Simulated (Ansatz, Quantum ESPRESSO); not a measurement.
# CuO: 6 runs at one level of theory

```xyz
4
Lattice="2.3418 -1.7113 0.0000 2.3418 1.7113 0.0000 -0.8500 0.0000 5.0579" Properties=species:S:1:pos:R:3 pbc="T T T"
Cu    0.7459   -0.8557    2.5289
Cu    1.1709    0.8557    0.0000
O     1.7043    0.2793    3.7934
O     2.1293   -0.2793    1.2645
```

Alike in all runs: task band structure; functional PBE; k mesh 10 × 10 × 5; occupations fermi-dirac, width 0.05 eV; no spin polarisation; no spin-orbit coupling. The measured crystal is an antiferromagnetic insulator; the state found here is the runs' own. Pressure is positive in compression and, in plane waves, holds the error of the finite cutoff, which Ansatz's Pulay term estimates and takes out.

```
                                program and potentials  plane-wave cutoff (eV)                             notes  pressure (GPa)  largest force (eV/Å)
        Ansatz, all-electron LAPW, scalar-relativistic                       -                                 -            5.70                 0.259
Ansatz, Ansatz PAW (files of its older set among them)                     930                                 -            5.69                 0.261
                    Quantum ESPRESSO, Ansatz NC SR PBE                    1252                                 -            5.69                 0.253
               Ansatz, PseudoDojo standard (PBE files)                    1252  Pulay term of +0.03 GPa included            5.55                 0.273
                                     Ansatz, Ansatz NC                    1252  Pulay term of +0.06 GPa included            5.75                 0.253
                                       Ansatz, SPMS NC                    1034  Pulay term of +0.39 GPa included            6.11                 0.263
```

Force on atom 3 (O), eV/Å:

| program and potentials | x | y | z |
| --- | --- | --- | --- |
| Ansatz, all-electron LAPW, scalar-relativistic | 0.000 | -0.259 | 0.000 |
| Ansatz, Ansatz PAW (files of its older set among them) | 0.000 | -0.261 | 0.000 |
| Quantum ESPRESSO, Ansatz NC SR PBE | 0.000 | -0.253 | 0.000 |
| Ansatz, PseudoDojo standard (PBE files) | 0.000 | -0.273 | 0.000 |
| Ansatz, Ansatz NC | 0.000 | -0.253 | 0.000 |
| Ansatz, SPMS NC | 0.000 | -0.263 | 0.000 |

The pressure spans 5.55 (Ansatz, PseudoDojo standard (PBE files)) to 6.11 GPa (Ansatz, SPMS NC), with all-electron results at 5.70.

The functional is the same throughout but for its coding, so the spread measures potentials, basis and numerics; runs on potential files found faulty are left out.
